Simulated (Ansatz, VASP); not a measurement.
## AgCl in VASP and in Ansatz

File INCAR:

```
SYSTEM = AgCl
  ALGO = Normal
  EDIFF = 1E-6
  ENCUT = 520
  GGA = PS
  ISIF = 2
  ISMEAR = 0
  LASPH = .TRUE.
  LCHARG = .FALSE.
  LREAL = .FALSE.
  LWAVE = .FALSE.
  NBANDS = 16
  NELM = 100
  PREC = Accurate
  SIGMA = 0.05
```

Contents of KPOINTS:

```
k-points
0
G
  8 8 8
  0 0 0
```

Contents of POSCAR:

```
AgCl
1.0
    0.0000000000      2.7731500000      2.7731500000
    2.7731500000      0.0000000000      2.7731500000
    2.7731500000      2.7731500000      0.0000000000
Ag Cl
1 1
Direct
    0.5000000000      0.5000000000      0.5000000000
    0.0000000000      0.0000000000     -0.0811351712
```

Input for Ansatz:

```yaml
crystal:
  lattice:
    - [0.0, 2.77315, 2.77315]
    - [2.77315, 0.0, 2.77315]
    - [2.77315, 2.77315, 0.0]
  atoms:
    - { symbol: Ag, position: [0.5, 0.5, 0.5] }
    - { symbol: Cl, position: [0.0, 0.0, -0.0811351712] }
basis:
  ecutwfc: 420
kpoints:
  mp_grid: { grid: [8, 8, 8] }
hamiltonian:
  xc: pbesol
scf:
  occupations: { method: gaussian, width: 0.05 }
output:
  forces: true
  stress: true
  eigenvalues: true
```

Alike in both runs: task single point; functional PBEsol; k mesh 8 × 8 × 8; occupations gaussian, width 0.05 eV; no spin polarisation.

|  | VASP | Ansatz |
| --- | --- | --- |
| version | VASP 6.6.1 | Ansatz 0.2.0 |
| potentials or method | VASP PAW PBE potentials, release 64 (Ag, Cl) | scalar-relativistic, plane waves, PAW |
| plane-wave cutoff (eV) | 520 | 420 |
| valence electrons in the cell | 18 | 26 |

Ansatz gave:

```
gap on the k mesh at the Fermi level (eV)       : 0.68
least direct gap on the mesh (eV)               : 2.14
pressure (GPa)                                  : -1.0
largest component of the traceless stress (GPa) : 1.45
rms of the force components (eV/Å)              : 0.184
```

What did VASP give for the same quantities?

gap on the k mesh at the Fermi level (eV): 0.68; least direct gap on the mesh (eV): 2.14; pressure (GPa): -1.1; largest component of the traceless stress (GPa): 1.45; rms of the force components (eV/Å): 0.183.

Atom by atom the forces differ by 0.001 eV/Å (rms over components). The two sets of potentials don't hold the same shells in valence.

Caveats: the PAW data sets were made with another functional, which shifts forces and pressure a little (VASP). A k mesh can miss the band edges.
